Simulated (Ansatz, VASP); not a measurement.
## Os in VASP and in Ansatz

INCAR

```
SYSTEM = Os
PREC     = Accurate       ! precision mode
ENCUT    = 600            ! plane-wave cutoff, eV
EDIFF    = 1E-6           ! SCF threshold, eV
ISMEAR   = -1             ! smearing method
SIGMA    = 0.05           ! smearing width, eV
LREAL    = .False.        ! projectors in reciprocal space
LASPH    = .True.         ! aspherical terms in the spheres
NELM     = 80             ! most SCF steps
ALGO     = Normal         ! electronic algorithm
ISIF     = 3              ! what is computed and relaxed
LWAVE    = .False.        ! write WAVECAR
LCHARG   = .False.        ! write CHGCAR
GGA      = PS             ! functional
IBRION   = 2              ! ionic algorithm
NSW      = 80             ! ionic steps
EDIFFG   = -0.005         ! ionic threshold
```

File KPOINTS:

```
Automatic mesh
0
Gamma
  11 11 6
  0 0 0
```

The input POSCAR:

```
Os
1.0
    2.7341000000      0.0000000000      0.0000000000
   -1.3670500000      2.3678000565      0.0000000000
    0.0000000000      0.0000000000      4.3197000000
Os
2
Direct
    0.6666666667      0.3333333333      0.7500000000
    0.3333333333      0.6666666667      0.2500000000
```

input.yaml

```yaml
crystal:
  lattice:
    - [2.7341, 0.0, 0.0]
    - [-1.36705, 2.3678000565, 0.0]
    - [0.0, 0.0, 4.3197]
  atoms:
    - { symbol: Os, position: [0.6666666667, 0.3333333333, 0.75] }
    - { symbol: Os, position: [0.3333333333, 0.6666666667, 0.25] }
kpoints:
  mp_grid: { grid: [11, 11, 6] }
scf:
  occupations: { method: fermi_dirac, width: 0.05 }
hamiltonian:
  xc: pbesol
  pseudopotentials: { kind: all_electron, lapw: { basis_error: 0.001 } }
output:
  forces: true
  stress: true
relax:
  f_tol: 0.005
  max_steps: 60
  cell: {}
```

Alike in both runs: task relaxation of cell and atoms; functional PBEsol; k mesh 11 × 11 × 6; occupations fermi-dirac, width 0.05 eV; no spin polarisation.

|  | VASP | Ansatz |
| --- | --- | --- |
| version | VASP 6.6.1 | Ansatz 0.2.0 |
| potentials or method | VASP PAW PBE potentials, release 64 (Os) | all-electron LAPW, scalar-relativistic |
| plane-wave cutoff (eV) | 600 | see its input |

```tsv
	VASP	Ansatz	Ansatz less VASP
relaxed volume (Å³/atom)	13.92	13.89	-0.021
relaxed cell length with the largest relative difference (Å)	2.730	2.728	-0.0017
```

Ansatz ran all-electron here, so the differences hold the error of VASP's frozen core and of both bases.

Caveats: the PAW data sets were made with another functional, which shifts forces and pressure a little (VASP). The runs have no spin-orbit coupling, so splittings on Os are missing.
